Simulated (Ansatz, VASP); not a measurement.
# Two plane-wave programs on H6C

INCAR

```
SYSTEM = H6C
  PREC = Accurate
  ENCUT = 520
  EDIFF = 1E-6
  ISMEAR = -1
  SIGMA = 0.05
  LREAL = Auto
  LASPH = .TRUE.
  NELM = 100
  ALGO = Normal
  ISIF = 2
  LWAVE = .FALSE.
  LCHARG = .FALSE.
  GGA = PE
  IVDW = 12
  IBRION = 2
  NSW = 35
  EDIFFG = -0.3
```

The input KPOINTS:

```
regular mesh
0
G
  1 1 1
  0 0 0
```

File POSCAR:

```
H6C
1.0
    7.1919660000      0.0000000000      0.0000000000
    0.0000000000      7.1919660000      0.0000000000
    0.0000000000      0.0000000000      7.1919660000
H C
24 4
Direct
    0.3819999000      0.5295693000      0.2470074000
    0.3343020000      0.5852262000      0.1753613000
    0.7997031000      0.5196711000      0.8417903000
    0.8338128000      0.4461689000      0.9045589000
    0.1566596000      0.9795284000      0.6234614000
    0.1931250000      0.9988162000      0.5296307000
    0.7344998000      0.0746297000      0.4239698000
    0.7499240000     -0.0254547000      0.4398178000
    0.2961522000      0.7245159000      0.9363769000
    0.0837871000      0.6046115000      0.8946736000
    0.2863164000      0.5462416000      0.7650973000
    0.1721566000      0.7621663000      0.7256100000
    0.3966382000      0.0202380000      0.1460558000
    0.3163014000      0.2513437000      0.1092962000
    0.1648039000      0.0598730000      0.0692634000
    0.3546567000      0.1015189000     -0.0838270000
    0.8517548000      0.2215634000      0.2369918000
    0.6953663000      0.0409665000      0.1726291000
    0.9211931000      0.0507463000      0.0720221000
    0.7511367000      0.2197672000      0.0109655000
    0.0627123000      0.7795988000      0.1134750000
    0.0684748000      0.9482801000      0.2943854000
    0.2621774000      0.7985609000      0.2586275000
    0.0508926000      0.7078270000      0.3499581000
    0.2096031000      0.6593838000      0.8304395000
    0.3081000000      0.1082434000      0.0601971000
    0.8048627000      0.1332609000      0.1231521000
    0.1110643000      0.8085667000      0.2541115000
```

Input for Ansatz:

```yaml
accuracy: low
crystal:
  lattice:
    - [7.191966, 0.0, 0.0]
    - [0.0, 7.191966, 0.0]
    - [0.0, 0.0, 7.191966]
  atoms:
    - { symbol: H, position: [0.3819999, 0.5295693, 0.2470074] }
    - { symbol: H, position: [0.334302, 0.5852262, 0.1753613] }
    - { symbol: H, position: [0.7997031, 0.5196711, 0.8417903] }
    - { symbol: H, position: [0.8338128, 0.4461689, 0.9045589] }
    - { symbol: H, position: [0.1566596, 0.9795284, 0.6234614] }
    - { symbol: H, position: [0.193125, 0.9988162, 0.5296307] }
    - { symbol: H, position: [0.7344998, 0.0746297, 0.4239698] }
    - { symbol: H, position: [0.749924, -0.0254547, 0.4398178] }
    - { symbol: C, position: [0.2096031, 0.6593838, 0.8304395] }
    - { symbol: H, position: [0.2961522, 0.7245159, 0.9363769] }
    - { symbol: H, position: [0.0837871, 0.6046115, 0.8946736] }
    - { symbol: H, position: [0.2863164, 0.5462416, 0.7650973] }
    - { symbol: H, position: [0.1721566, 0.7621663, 0.72561] }
    - { symbol: C, position: [0.3081, 0.1082434, 0.0601971] }
    - { symbol: H, position: [0.3966382, 0.020238, 0.1460558] }
    - { symbol: H, position: [0.3163014, 0.2513437, 0.1092962] }
    - { symbol: H, position: [0.1648039, 0.059873, 0.0692634] }
    - { symbol: H, position: [0.3546567, 0.1015189, -0.083827] }
    - { symbol: C, position: [0.8048627, 0.1332609, 0.1231521] }
    - { symbol: H, position: [0.8517548, 0.2215634, 0.2369918] }
    - { symbol: H, position: [0.6953663, 0.0409665, 0.1726291] }
    - { symbol: H, position: [0.9211931, 0.0507463, 0.0720221] }
    - { symbol: H, position: [0.7511367, 0.2197672, 0.0109655] }
    - { symbol: C, position: [0.1110643, 0.8085667, 0.2541115] }
    - { symbol: H, position: [0.0627123, 0.7795988, 0.113475] }
    - { symbol: H, position: [0.0684748, 0.9482801, 0.2943854] }
    - { symbol: H, position: [0.2621774, 0.7985609, 0.2586275] }
    - { symbol: H, position: [0.0508926, 0.707827, 0.3499581] }
basis:
  ecutwfc: 420.0
kpoints:
  mp_grid: { grid: [1, 1, 1] }
hamiltonian:
  xc: pbe
  dispersion: d3bj
scf:
  occupations: { method: fermi_dirac, width: 0.05 }
  lower_state_search: "off"
relax:
  f_tol: 0.3
  max_steps: 15
  adjacent_minimum: "off"
output:
  write_density: true
  write_potential: true
  elf: true
  volumetric_format: npy
```

Alike in both runs: task relaxation of the atoms; functional PBE; dispersion D3(BJ); k mesh 1 × 1 × 1; occupations fermi-dirac, width 0.05 eV; no spin polarisation.

|  | VASP | Ansatz |
| --- | --- | --- |
| version | VASP 6.6.1 | Ansatz 0.2.0 |
| potentials or method | VASP PAW PBE potentials, release 64 (H, C) | scalar-relativistic, plane waves, PAW |
| plane-wave cutoff (eV) | 520 | 420 |
| valence electrons in the cell | 40 | 40 |

```tsv
	VASP	Ansatz	Ansatz less VASP
gap on the k mesh at the Fermi level, each at its own relaxed structure (eV)	7.98	8.58	+0.605
energy change over the relaxation (meV/atom)	-33	-58	-25.2
```

One of these differences is far larger than is usual between the two programs; its cause wasn't traced. Ansatz warned: «xc_potential_rough_in_thin_density».

 Expect the measured gap to be larger: semilocal functionals such as PBE lack the derivative discontinuity.
